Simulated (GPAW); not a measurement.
Equation of state of Pd under PBE

Symmetry: Fm-3m, No. 225, cubic system. Conventional cell: a = 3.893 Å, b = 3.893 Å, c = 3.893 Å, α = 90.00°, β = 90.00°, γ = 90.00°. Pd (site symmetry m-3m) is surrounded by 12 Pd at 2.75 Å.

The cell was scaled at fixed shape and fractions and run with GPAW, SG15 ONCV 1.2, cutoff 1100 eV; PBE, k mesh 9 × 9 × 9 on the cell of 1 atom, fermi-dirac occupations of 0.05 eV, no spin polarisation, no spin-orbit coupling. Energies are those that the program minimises, any entropy of the smearing included. For a metal such a mesh isn't converged to the digits shown.

```tsv
V (Å³/atom)	energy over the lowest row (meV/atom)
13.8650	89.25
14.1600	53.76
14.4550	28.07
14.7500	?
15.0450	2.53
15.3400	0.00
15.6350	3.42
```

Fit the third-order Birch-Murnaghan form, give V0, B0 and B′, and predict the energy left open.

With y = (V0/V)^(2/3), E = E0 + (9 V0 B0/16) [(y - 1)³ B′ + (y - 1)² (6 - 4y)]. Least squares through the rows shown give V0 = 15.3085 Å³/atom, E0 = 0.02 meV, B0 = 164.5 GPa (1 eV/Å³ = 160.218 GPa) and B′ = 6.45, with a largest miss of 0.11 meV, so B0 and B′ are loose. At V = 14.7500 the form with these constants gives 11.49 meV; the run gave 11.85 meV an atom. Other set-ups at this level, from all their volumes (Å³/atom, GPa): GPAW, GPAW PAW data sets (gpaw-data 1.2.1), other valence: V0 15.386, B0 171; GPAW, PAW data sets generated for this functional: V0 15.290, B0 170.5; GPAW, GPAW PAW data sets (gpaw-data 1.2.1): V0 15.290, B0 170.5. Measured volume: 14.72 Å³/atom at 293.15 K (arxiv:2204.14071), so the fit lies +4.0 % from it. The runs are for a static lattice.
